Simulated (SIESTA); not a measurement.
The system is Si2W.

```
W Si
1.0
    -1.60690    1.60690    3.91495
     1.60690   -1.60690    3.91495
     1.60690    1.60690   -3.91495
W Si
1 2
Direct
  0.00000 0.00000 0.00000
  0.66530 0.66530 0.00000
  0.33470 0.33470 0.00000
```

Base run:

| Property | Result |
| --- | --- |
| Program | SIESTA 5.4.2 |
| Functional | PBE |
| Potentials or basis | PseudoDojo 0.4 standard (PBE files) |
| Basis | DZP (energy shift 0.003 Ry; two zetas on semicore shells) |
| Grid cutoff | 800 Ry |
| Energy shift | 0.003 Ry |
| k mesh | 8 × 8 × 8 |
| Occupations | fermi-dirac, width 0.05 eV |
| Spin | no spin polarisation |
| Hubbard terms | W d U = 6 eV |

Its results: band gap on the k mesh none (metal or under the smearing width); pressure -0.1 GPa; largest force 0.436 eV/Å.

Q: After a change of settings the same cell gave: band gap on the k mesh none (metal or under the smearing width); pressure 2.9 GPa; largest force 0.039 eV/Å. Which change was it?
A. hubbard terms from W d U = 6 eV to none
B. hubbard terms from W d U = 6 eV to W d U = 8 eV
C. hubbard terms from W d U = 6 eV to W d U = 2 eV

A: C.

Caveats: short orbitals over semicore shells can move pressures by several GPa; spin-orbit coupling is left out, which moves the levels of the heavy elements; the basis of atomic orbitals isn't converged, which shifts pressures, moduli and gaps; U without spin polarisation on a metal has little footing; the U is typed as a test and isn't derived for this compound.
